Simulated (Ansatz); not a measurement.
α-quartz-type GeO2 (metastable phase) was calculated with r²SCAN in Ansatz (PAW).

Run with plane-wave cutoff 560 eV, 12×12×6 k mesh (along the axes of the cell as run), Fermi–Dirac smearing 0.01 eV, scalar-relativistic PAW data made under PBE.

The cell is scaled about its equilibrium volume:

Shape and atoms are relaxed at each volume.

```json
[
 {"V (Å³/atom)": "13.042", "P (GPa)": "1.76", "direct gap at Γ (eV)": "4.314", "smallest gap on the k mesh (eV)": "4.271", "c (Å)": "5.636"},
 {"V (Å³/atom)": "13.314", "P (GPa)": "0.84", "direct gap at Γ (eV)": "4.295", "smallest gap on the k mesh (eV)": "4.248", "c (Å)": "5.655"},
 {"V (Å³/atom)": "13.585", "P (GPa)": "0.00", "direct gap at Γ (eV)": "4.276", "smallest gap on the k mesh (eV)": "4.217", "c (Å)": "5.675"},
 {"V (Å³/atom)": "13.857", "P (GPa)": "-0.77", "direct gap at Γ (eV)": "4.255", "smallest gap on the k mesh (eV)": "4.183", "c (Å)": "5.695"},
 {"V (Å³/atom)": "14.129", "P (GPa)": "-1.47", "direct gap at Γ (eV)": "4.233", "smallest gap on the k mesh (eV)": "4.146", "c (Å)": "5.715"}
]
```

The fundamental gap (4.22 eV at the equilibrium volume, with added k points) lies elsewhere than Γ–Γ.

Note: the bulk modulus comes from volumes at which shape and atoms were relaxed.

Spin–orbit coupling is not included.

Ansatz is a first-principles code.
